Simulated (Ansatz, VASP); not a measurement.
CoO in VASP and in Ansatz

```
CELL_PARAMETERS angstrom
1.50547 0.86918 2.43993
-1.50547 0.86918 2.43993
0.00000 -1.73837 2.43993
ATOMIC_POSITIONS crystal
Co 0.00000 0.00000 0.00000
O 0.50000 0.50000 0.50000
```

Alike in both runs: task single point; functional PBEsol; k mesh 1 × 1 × 1; occupations gaussian, width 0.1 eV; collinear spin.

```csv
,VASP,Ansatz
version,VASP 6.6.1,Ansatz 0.2.0
potentials or method,"VASP PAW PBE potentials, release 64 (Co, O)","scalar-relativistic, plane waves, PAW"
plane-wave cutoff (eV),520,420
valence electrons in the cell,15,23
```

|  | VASP | Ansatz | Ansatz less VASP |
| --- | --- | --- | --- |
| gap on the k mesh at the Fermi level (eV) | 0.19 | 0.17 | -0.019 |
| least direct gap on the mesh (eV) | 0.19 | 0.17 | -0.019 |
| pressure (GPa) | 11.4 | 16.0 | +4.58 |
| largest component of the traceless stress (GPa) | 34.58 | 35.21 | +0.634 |
| net moment per atom (μB) | 1.50 | 1.50 | 0.000 |
| size of the moment on the site where the two differ most (μB) | 2.06 | 1.94 | -0.121 |

Site moments also hang on the region over which each program counts them. One of these differences is far larger than is usual between the two programs; its cause wasn't traced. The two sets of potentials don't hold the same shells in valence. Ansatz warned: «stability_check_not_made».

Caveats: the k mesh is coarse (spacing up to 2.56 Å⁻¹), so the values aren't converged; the PAW data sets were made with another functional, which shifts forces and pressure a little (VASP); an odd mesh through Γ misses points on the zone boundary, where band edges often lie; a cell with one magnetic atom can't hold antiferromagnetic order, which such compounds often take.
